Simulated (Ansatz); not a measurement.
**Equation of state of germanium, beta-Sn type**

Method: Ansatz, DFT, revPBE, plane waves (420 eV) with PAW, scalar-relativistic. (PAW data from PBE, frozen cores regenerated.)

The cell is scaled uniformly from the relaxed one, with fractional coordinates and shape fixed. Energies are extrapolated to zero smearing, pressures are those at the given smearing. Because the bonds are stretched with the cell, B₀ of this curve lies above the true bulk modulus of such a structure. Magnetic state: spin not included.

```csv
V (Å³/atom),E − E₀ (meV/atom),P (GPa)
17.304,70.4,11.03
18.090,28.3,6.47
18.877,6.2,2.86
19.663,0.0,-0.01
20.450,6.4,-2.30
21.236,22.8,-4.12
22.023,47.2,-5.57
```

(1) Fit a third-order Birch-Murnaghan equation.

## Answers

(1) V₀ = 19.63 Å³/atom, B₀ = 64 GPa, B₀′ = 4.7.
